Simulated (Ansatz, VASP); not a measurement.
**I: VASP beside Ansatz**

```
I
1.0
     3.95783    0.00000    0.00000
    -1.97891    3.42758    0.00000
     0.00000    0.00000    2.90068
I
1
Cartesian
  0.0000 0.0000 0.0000
```

Alike in both runs: functional PBE; k mesh 12 × 12 × 12; occupations fermi-dirac, width 0.08 eV; no spin polarisation.

Ansatz relaxed the structure, and its values are those at the end. VASP's run is a single point on that final structure, the one shown.

```csv
,VASP,Ansatz
version,VASP 6.6.1,Ansatz 0.2.0
potentials or method,"VASP PAW PBE potentials, release 64 (I)","PAW with Ansatz's default frozen-core files, scalar-relativistic"
plane-wave cutoff (eV),520,420
valence electrons in the cell,7,17
```

Ansatz gave:

| Property | Result |
| --- | --- |
| pressure (GPa) | 2.8 |

Problem. Estimate VASP's values.

Solution. Pressure (GPa): 2.7.

With one functional, cell and mesh, what is left measures potentials, basis and numerics. The two sets of potentials don't hold the same shells in valence.

Caveats: an odd number of electrons without spin polarisation forces a metal; a magnetic or distorted state may lie lower. Spin-orbit coupling is left out, which matters for the levels of I.
